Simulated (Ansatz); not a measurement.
## Phases of Na at 35 GPa

Structure types of Na are relaxed in primitive cells with their symmetry kept at 35 GPa, on PAW files; LAPW relaxes the small cells further and takes the PAW cell for the others (marked *). The enthalpy is E + pV at zero temperature, without zero-point motion. Only the types listed were tried, and differences under about 5 meV/atom are mesh noise.

Level of theory: DFT with PBE, scalar-relativistic, in Ansatz 0.2.0; Fermi–Dirac smearing of 0.05 eV, no spin polarisation. LAPW: all electrons, basis error target 0.5 meV/atom; PAW: frozen-core files, cutoff 420 eV.

k meshes: fcc 17×17×17, bcc 17×17×17, hcp 16×16×9, hP4 10×10×6, sc 15×15×15, beta tin 16×16×16.

| start type | ends as | a, b, c (Å) | V (Å³/atom) | H − H(lowest), LAPW (meV/atom) |
| --- | --- | --- | --- | --- |
| fcc | fcc, Fm-3m | 3.953, 3.953, 3.953 | 15.44 | 2.9 |
| bcc | bcc, Im-3m | 3.137, 3.137, 3.137 | 15.44 | 0.0 |
| hcp | hcp, P6_3/mmc | 2.795, 2.795, 4.562 | 15.44 | 1.5 |
| hP4* | dhcp, P6_3/mmc | 2.820, 2.820, 8.965 | 15.44 | 0.3 |
| sc | sc, Pm-3m | 2.485, 2.485, 2.485 | 15.34 | ? |
| beta tin | beta tin, I4_1/amd | 4.836, 4.836, 2.631 | 15.38 | ? |

Q: Fill in "H − H(lowest), LAPW (meV/atom)" for the row "beta tin".

A: 99.0.

Q: What belongs in the row "sc", column "H − H(lowest), LAPW (meV/atom)"?

A: 166.5.
